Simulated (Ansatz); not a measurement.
# ZrO2 (Cubic zirconia): properties at the relaxed cell

This session takes ZrO2 (Cubic zirconia) and sets out to see how the gap depends on the functional.

The COD entry's cell or inner coordinates are ideal or old and differ from later refinements, so a difference from it is no clean test against experiment.

Computed with Ansatz 0.2.0 (DFT PBE, scalar-relativistic, plane waves, PAW, unless a step's input says otherwise).

1 further run of the same task is left out (set aside as unsound or not needed).

## (1) The structure to begin with

It takes space group Fm-3m (No. 225, cubic). The conventional cell has a = 5.116 Å, b = 5.116 Å, c = 5.116 Å, α = 90.00°, β = 90.00°, γ = 90.00°. Zr (site symmetry m-3m) has 8 O at 2.22 Å as nearest neighbours. Around O (site symmetry -43m) lie 4 Zr at 2.22 Å.

As a file:

```cif
data_structure
_symmetry_space_group_name_H-M 'P 1'
_symmetry_Int_Tables_number 1
_cell_length_a 3.6174
_cell_length_b 3.6174
_cell_length_c 3.6174
_cell_angle_alpha 60.000
_cell_angle_beta 60.000
_cell_angle_gamma 60.000
_cell_volume 33.47
loop_
_atom_site_label
_atom_site_type_symbol
_atom_site_fract_x
_atom_site_fract_y
_atom_site_fract_z
_atom_site_occupancy
Zr1 Zr 0.00000 0.00000 0.00000 1
O1 O 0.25000 0.25000 0.25000 1
O2 O 0.75000 0.75000 0.75000 1
```

This cell was relaxed beforehand with the same method: volume 11.16 Å³/atom, gap on the mesh 3.32 eV.

## (2) The same geometry with PBE with spin-orbit coupling

input.yaml

```yaml
crystal:
  lattice:
    - [0.0, 2.557898212, 2.557898212]
    - [2.557898212, 0.0, 2.557898212]
    - [2.557898212, 2.557898212, 0.0]
  atoms:
    - { symbol: Zr, position: [0.0, 0.0, 0.0] }
    - { symbol: O, position: [0.25, 0.25, 0.25] }
    - { symbol: O, position: [0.75, 0.75, 0.75] }
basis:
  ecutwfc: 420
kpoints:
  mp_grid: { grid: [8, 8, 8] }
  band_path:
    path:
      - [[0.0, 0.0, 0.0], [0.5, 0.0, 0.5], [0.625, 0.25, 0.625]]
      - [[0.375, 0.375, 0.75], [0.0, 0.0, 0.0], [0.5, 0.5, 0.5], [0.5, 0.25, 0.75], [0.5, 0.0, 0.5]]
    npoints: 10
hamiltonian:
  xc: pbe
scf:
  occupations: { method: gaussian, width: 0.02 }
output:
  forces: true
  stress: true
  eigenvalues: true
  populations: true
  dos: { projected: true, de: 0.02 }
  bader: false
magnetization:
  noncollinear: true
  spin_orbit: true
```

Command:

```
$ ansatz run input.yaml --threads 1 --pin off --max-ram 2560MiB --backend cpu --events-out ev --progress --plain --runs-dir out
```

## (3) Seeking the band edges over the whole zone (PBE with spin-orbit coupling)

input.yaml

```yaml
crystal:
  lattice:
    - [0.0, 2.557898212, 2.557898212]
    - [2.557898212, 0.0, 2.557898212]
    - [2.557898212, 2.557898212, 0.0]
  atoms:
    - { symbol: Zr, position: [0.0, 0.0, 0.0] }
    - { symbol: O, position: [0.25, 0.25, 0.25] }
    - { symbol: O, position: [0.75, 0.75, 0.75] }
basis:
  ecutwfc: 420
kpoints:
  mp_grid: { grid: [8, 8, 8] }
  band_path: { path: [VBM, CBM], npoints: 2 }
hamiltonian:
  xc: pbe
scf:
  occupations: { method: gaussian, width: 0.02 }
output:
  forces: false
  stress: false
  eigenvalues: true
magnetization:
  noncollinear: true
  spin_orbit: true
checkpoint:
  read: start.run
  write: ck
  compress: false
  write_wavefunctions: false
  write_every: 100000
```

## (4) Levels beside the edges (PBE with spin-orbit coupling)

input.yaml, as its differences from that of step 3:

```diff
@@ -13,3 +13,2 @@
   mp_grid: { grid: [8, 8, 8] }
-  band_path: { path: [VBM, CBM], npoints: 2 }
 hamiltonian:
@@ -22,2 +21,35 @@
   eigenvalues: true
+  eigenstates:
+    kpoints:
+      - [0.0, 0.5, 0.5]
+      - [0.0, 0.508142043, 0.508142043]
+      - [0.0, 0.491857957, 0.491857957]
+      - [0.008142043, 0.5, 0.508142043]
+      - [-0.008142043, 0.5, 0.491857957]
+      - [0.008142043, 0.508142043, 0.5]
+      - [-0.008142043, 0.491857957, 0.5]
+      - [0.005757294, 0.505757294, 0.511514587]
+      - [-0.005757294, 0.494242706, 0.488485413]
+      - [0.005757294, 0.511514587, 0.505757294]
+      - [-0.005757294, 0.488485413, 0.494242706]
+      - [0.011514587, 0.505757294, 0.505757294]
+      - [-0.011514587, 0.494242706, 0.494242706]
+      - [0.009401621, 0.509401621, 0.509401621]
+      - [-0.009401621, 0.490598379, 0.490598379]
+      - [0.0, 0.0, 0.0]
+      - [0.0, 0.008142043, 0.008142043]
+      - [0.0, -0.008142043, -0.008142043]
+      - [0.008142043, 0.0, 0.008142043]
+      - [-0.008142043, 0.0, -0.008142043]
+      - [0.008142043, 0.008142043, 0.0]
+      - [-0.008142043, -0.008142043, 0.0]
+      - [0.005757294, 0.005757294, 0.011514587]
+      - [-0.005757294, -0.005757294, -0.011514587]
+      - [0.005757294, 0.011514587, 0.005757294]
+      - [-0.005757294, -0.011514587, -0.005757294]
+      - [0.011514587, 0.005757294, 0.005757294]
+      - [-0.011514587, -0.005757294, -0.005757294]
+      - [0.009401621, 0.009401621, 0.009401621]
+      - [-0.009401621, -0.009401621, -0.009401621]
+    e_range: [-4.819345, 4.819345]
 magnetization:
```

(Steps that only read results are left out.)

Before running it: what results should come out? Wanted: gap; gap over the zone; valence top, conduction bottom; hole masses; electron masses.

As calculated:

| quantity | value |
| --- | --- |
| gap (PBE with spin-orbit coupling) | 3.32 eV, indirect on the path |
| gap over the zone (PBE with spin-orbit coupling) | 3.32 eV, indirect |
| valence top, conduction bottom (fractional k) (PBE with spin-orbit coupling) | (0.000, 0.500, 0.500), (0.000, 0.000, 0.000) |
| hole masses (PBE with spin-orbit coupling) | 0.28 to 3.23 m0 along the directions sampled |
| electron masses (PBE with spin-orbit coupling) | 0.51 to 2.10 m0 along the directions sampled |

In words: The gap runs from 3.32 eV with PBE to 3.32 eV with PBE with spin-orbit coupling. Spin-orbit coupling moves it by +0.00 eV.
